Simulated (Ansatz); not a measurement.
## InAs (F-43m), stationary points along a deformation path

All numbers below come from DFT PBE, scalar-relativistic, plane waves, PAW in Ansatz 0.2.0. Cutoff 420 eV, Γ-centred 16×16×16 k-points, Gaussian smearing of 0.15 eV. No spin polarisation. Energies are free energies at this smearing, counted from the undisturbed cell; pressure is positive in compression.

Zero of the scan (as given, not relaxed at this level; it stands at 3.9 GPa):

```yaml
crystal:
  lattice:
    - [0.00000, 3.02400, 3.02400]
    - [3.02400, 0.00000, 3.02400]
    - [3.02400, 3.02400, 0.00000]
  atoms:
    - { symbol: In, position: [0.00000, 0.00000, 0.00000] }
    - { symbol: As, position: [0.75000, 0.75000, 0.75000] }
```

At fixed volume and fractional coordinates, lengths along (0.000, 0.000, 1.000) are scaled against those across it; ρ is that ratio over its starting value. V = 27.653 Å³/atom. Δσ is the stress along the axis less the mean stress across it (compression positive).

| ρ | ΔE (meV/atom) | Δσ (GPa) | space group |
| --- | --- | --- | --- |
| 0.707 | 130.6 | 4.98 | I-4m2 |
| 0.850 | 37.6 | 3.51 | I-4m2 |
| 1.000 | 0.0 | 0.00 | F-43m |
| 1.200 | 78.4 | -8.22 | I-4m2 |
| 1.414 | 302.2 | -13.86 | I-4m2 |

How does the stress give the slope of the energy, and where is the energy stationary?

Along the path d ln(length) is 2/3 d ln ρ on the axis and −1/3 d ln ρ across it, so dE/d ln ρ = −(2/3) V Δσ: the energy falls with ρ where Δσ is positive. Δσ vanishes or changes sign at ρ = 1.000 (F-43m), a minimum at 0.0 meV/atom. Pairs of stationary points between two samples would go unseen, and could change a minimum read from distant neighbours into a maximum. At ρ = 1.000 the cell is cubic, where symmetry alone makes the stress isotropic and the slope zero.

The gap closes along the scan, which can put kinks into the curve.